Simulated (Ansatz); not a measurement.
# Phases of Zr at 11 GPa

Structure types of Zr are relaxed in primitive cells with their symmetry kept at 11 GPa, first on PAW files, then by LAPW. The enthalpy is E + pV at zero temperature, without zero-point motion. Only the types listed were tried, and differences under about 5 meV/atom are mesh noise. Not among the end structures: fcc, bcc, which may lie lower.

Computed with Ansatz 0.2.0; functional PBE, scalar-relativistic. Settings: Fermi–Dirac smearing of 0.05 eV, no spin polarisation. Methods: LAPW: all electrons, basis error target 0.5 meV/atom; PAW: frozen-core files, cutoff 420 eV.

k meshes: hcp 14×14×8, diamond 11×11×11, simple hexagonal 15×15×14, beta tin 15×15×15.

Order the types by LAPW enthalpy, lowest first.
A. simple hexagonal
B. beta tin
C. hcp
D. diamond

C (0 meV/atom), A (383 meV/atom), B (486 meV/atom), D (2761 meV/atom).

| start type | ends as | a, b, c (Å) | V (Å³/atom) | H − H(lowest), LAPW (meV/atom) | same, PAW |
| --- | --- | --- | --- | --- | --- |
| hcp | hcp, P6_3/mmc | 3.111, 3.111, 5.046 | 21.14 | 0.0 | 0.0 |
| diamond | diamond, Fd-3m | 5.824, 5.824, 5.824 | 24.69 | 2761.3 | 2760.3 |
| simple hexagonal | simple hexagonal, P6/mmm | 2.916, 2.916, 2.892 | 21.30 | 383.3 | 383.1 |
| beta tin | beta tin, I4_1/amd | 5.337, 5.337, 2.955 | 21.04 | 485.8 | 485.6 |

Split the lead of hcp over simple hexagonal into energy and pV.

For simple hexagonal less hcp: ΔE = +372.3 meV/atom, and p·ΔV = 11 GPa × +0.1599 Å³ × 6.242 meV/(GPa·Å³) = +11.0 meV/atom, together 383.3 meV/atom. hcp wins on both counts.
